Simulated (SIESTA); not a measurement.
CaF2 (Fluorite):

```
CELL_PARAMETERS angstrom
0.00000 2.73100 2.73100
2.73100 0.00000 2.73100
2.73100 2.73100 0.00000
ATOMIC_POSITIONS crystal
Ca 0.00000 0.00000 0.00000
F 0.75000 0.75000 0.75000
F 0.25000 0.25000 0.25000
```

Program: SIESTA 5.4.2. Alike in all runs: no spin polarisation; cell as given; k mesh 8 × 8 × 8; smearing fermi-dirac 0.05 eV; grid cutoff 800 Ry; energy shift 0.003 Ry.

Q: Order these runs on this cell by their pressure, lowest first.
A. level LDA; potentials or basis PseudoDojo 0.4 standard (LDA files), DZP (energy shift 0.003 Ry; two zetas on semicore shells; d shell added on Ca)
B. level BLYP; potentials or basis PseudoDojo 0.4 standard (PBE files), DZP (energy shift 0.003 Ry; two zetas on semicore shells; d shell added on Ca)
C. level vdW-DF-cx; potentials or basis PseudoDojo 0.4 standard (PBE files), DZP (energy shift 0.003 Ry; two zetas on semicore shells; d shell added on Ca)
D. level PBEsol; potentials or basis PseudoDojo 0.4 standard (PBEsol files), DZP (energy shift 0.003 Ry; two zetas on semicore shells; d shell added on Ca)

A: A (-6.4 GPa), D (-1.9 GPa), C (-0.1 GPa), B (4.7 GPa).

Caveats: the basis of atomic orbitals isn't converged, which shifts pressures, moduli and gaps; the potentials were made for another functional, which shifts forces and pressure (some runs).
